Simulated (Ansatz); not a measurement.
ZnSe (Stilleite):

```
CELL_PARAMETERS angstrom
0.00000 2.83380 2.83380
2.83380 0.00000 2.83380
2.83380 2.83380 0.00000
ATOMIC_POSITIONS crystal
Se 0.75000 0.75000 0.75000
Zn 0.00000 0.00000 0.00000
```

* Program: Ansatz 0.2.0
* Task: relaxation of cell and atoms
* Functional: HSE06
* Potentials or basis: Ansatz PAW
* Cutoff: 420 eV (not typed: the program's choice for these potentials)
* k mesh: 4 × 4 × 4
* Occupations: fermi-dirac, width 0.05 eV
* Spin: no spin polarisation

At the start: volume 22.76 Å³/atom.

Where does the relaxation end?

It ends after 4 steps and the volume is 23.27 Å³/atom (+2.2 %); space group F-43m (No. 216, to 0.05 Å).

The path:
| step | energy change (eV) | largest force (eV/Å) | volume (Å³) |
| --- | --- | --- | --- |
| 1 | 0.0000 | 0.0000 | 45.51 |
| 2 | -0.0039 | 0.0000 | 46.31 |
| 3 | -0.0040 | 0.0000 | 46.53 |
| 4 | -0.0045 | 0.0000 | 46.53 |

Final structure:
```yaml
crystal:
  lattice:
    - [0.00000, 2.85483, 2.85483]
    - [2.85483, 0.00000, 2.85483]
    - [2.85483, 2.85483, 0.00000]
  atoms:
    - { symbol: Se, position: [0.75000, 0.75000, 0.75000] }
    - { symbol: Zn, position: [0.00000, 0.00000, 0.00000] }
```

Caveat: the k mesh is coarse (spacing up to 0.48 Å⁻¹), so the values aren't converged, least of all with exact exchange; the plane-wave basis is chosen anew once the cell has moved, so the energies of steps on either side of that aren't comparable; the PAW data sets come from PBE, with cores solved anew for the run's functional, which leaves a small shift of forces and pressure.
